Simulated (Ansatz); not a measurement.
**BN: an axial (c/a) deformation path**

The task here is to estimate one member of a computed series from the others.

Program: Ansatz 0.2.0. Level of theory: DFT PBEsol, scalar-relativistic, plane waves, PAW. These are calculated values, not measurements.

### The structure to begin with

Symmetry: P6_3/mmc, No. 194, hexagonal system. Conventional cell: a = 2.504 Å, b = 2.504 Å, c = 6.661 Å, α = 90.00°, β = 90.00°, γ = 120.00°. B (site symmetry -6m2) has 3 N at 1.45 Å as nearest neighbours. N (site symmetry -6m2) has 3 B at 1.45 Å as nearest neighbours.

Structure file:

```
B N
1.0
     2.50399    0.00000    0.00000
    -1.25200    2.16852    0.00000
     0.00000    0.00000    6.66120
B N
2 2
Direct
  0.33333 0.66667 0.25000
  0.66667 0.33333 0.75000
  0.33333 0.66667 0.75000
  0.66667 0.33333 0.25000
```

Source of the structure: the Crystallography Open Database.

Set-up of the first run:

File input.yaml:

```yaml
crystal:
  lattice:
    - [2.5039917043, 0.0, 0.0]
    - [-1.2519958522, 2.1685204268, 0.0]
    - [0.0, 0.0, 6.6612]
  atoms:
    - { symbol: B, position: [0.3333333333, 0.6666666667, 0.25] }
    - { symbol: B, position: [0.6666666667, 0.3333333333, 0.75] }
    - { symbol: "N", position: [0.3333333333, 0.6666666667, 0.75] }
    - { symbol: "N", position: [0.6666666667, 0.3333333333, 0.25] }
basis:
  ecutwfc: 420
kpoints:
  mp_grid: { grid: [9, 9, 4] }
hamiltonian:
  xc: pbesol
scf:
  occupations: { method: gaussian, width: 0.1 }
output:
  forces: true
  stress: true
  eigenvalues: true
```

The run is started by

```bash
ansatz run input.yaml --threads 1 --pin off --max-ram 1228MiB --backend cpu --events-out ev --progress --plain --runs-dir out
```

Among the steps run: Probe: one point at the start; The reference: the undisturbed cell on the scan's mesh; Point ρ = 0.850; ρ = 1.200; ρ = 0.920; At ρ = 1.100; At ρ = 0.960; Point ρ = 1.050; ρ = 0.800; At ρ = 1.300.

One of the session's tables, all rows but one given; the rest of the session is left out.

It belongs to the step «The scan collected». The scan, with free energies counted from the undisturbed cell:

| ρ | ΔE (meV/atom) | pressure (GPa) | gap on the mesh (eV) |
| --- | --- | --- | --- |
| 0.800 | 316.5 | -41.5 | 3.50 |
| 0.850 | 174.5 | -32.1 | 3.77 |
| 0.920 | 48.6 | -17.7 | 3.92 |
| 0.960 | 12.3 | -8.8 | 4.05 |
| 1.000 | 0.0 | 0.4 | 4.19 |
| 1.050 | ? | ? | ? |
| 1.100 | 64.0 | 24.7 | 4.45 |
| 1.200 | 247.6 | 50.3 | 4.33 |
| 1.300 | 534.4 | 76.7 | 4.07 |

**Question.** Estimate the row for ρ = 1.050.

Worked estimate for «ΔE (meV/atom)». A straight line through the neighbours (1.000, 0.0) and (1.100, 64.0) gives 0.0 + (64.0 − 0.0) × (1.050 − 1.000) / (1.100 − 1.000) = 32.0; a parabola fitted to 4 rows on both sides gives 16.9.

As computed: ΔE (meV/atom): 15.9; pressure (GPa): 12.4; gap on the mesh (eV): 4.31. In «ΔE (meV/atom)» the line misses by +16.1 and the parabola by +1.0.
